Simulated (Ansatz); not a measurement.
The parent structure is ZnTe in the zinc blende structure (space group F-43m, No. 216; a = 6.1147 Å).

All numbers come from Ansatz (a quantum-chemistry and plane-wave program) r2SCAN, spin-orbit coupling left out, earlier PAW set.

Before the change:

| Item | Result |
|---|---|
| Hole mass | 0.11, 0.45, 0.45 mₑ (at Γ) |
| Band gap | 1.78 eV |
| Width of the top valence band | 2.63 eV |

Modification: an isotropic linear strain of −2.09 %; the atoms relax in the strained cell.

Q: Estimate the effect on the hole mass, band gap and width of the top valence band.

A: The hole mass (degenerate bands, along [100]) becomes 0.12, 0.41, 0.41 mₑ (at Γ) (base: 0.11, 0.45, 0.45 mₑ (at Γ)); the band gap increases by 0.33 eV (1.78 eV → 2.11 eV); the width of the top valence band rises by 0.31 eV, from 2.63 eV to 2.94 eV.

With Te present, leaving out spin-orbit coupling can change the band edges. Effective masses come from finite differences of ±0.01 Å⁻¹. No phonon test of stability was made.
